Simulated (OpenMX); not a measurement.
# Bi: single point with PBE

Bi:

```xyz
2
Lattice="3.3491 -3.0073 0.0000 3.3491 3.0073 0.0000 -1.2098 0.0000 3.1136" Properties=species:S:1:pos:R:3 pbc="T T T"
Bi    4.0068    0.0000    2.6695
Bi    1.4815    0.0000    0.4440
```

This isn't the form of Bi at room conditions, which is rhombohedral.

```
Program             : OpenMX 3.8.5
Task                : single point
Functional          : PBE
Potentials or basis : OpenMX 2013 PBE set, Bi8.0-s3p2d2f1, grid cutoff 500 Ry
k mesh              : 5 × 5 × 7
Occupations         : fermi-dirac, width 0.05 eV
Spin                : no spin polarisation
```

```json
{"Pressure": "6.0 GPa", "Largest force": "0.217 eV/Å", "Band gap on the k mesh": "none (metal or under the smearing width)"}
```

Forces on the atoms (eV/Å):
```
Bi  -0.114  0.000 -0.185
Bi   0.114  0.000  0.185
```

Levels at points of the mesh, in eV from the Fermi level:
```
           k point  band 12  band 13  band 14  band 15  band 16  band 17  band 18  band 19
(0.00, 0.00, 0.00)    -8.70    -3.32    -2.95     2.89     3.48     3.92     4.17     4.35
```

It took 2.8 min on 1 thread of Arm Neoverse V2, with other jobs on the host, peak memory 1.6 GiB.

Caveat: spin-orbit coupling is left out, which moves the levels of the heavy elements; the basis of atomic orbitals isn't converged, which shifts pressures, moduli and gaps.
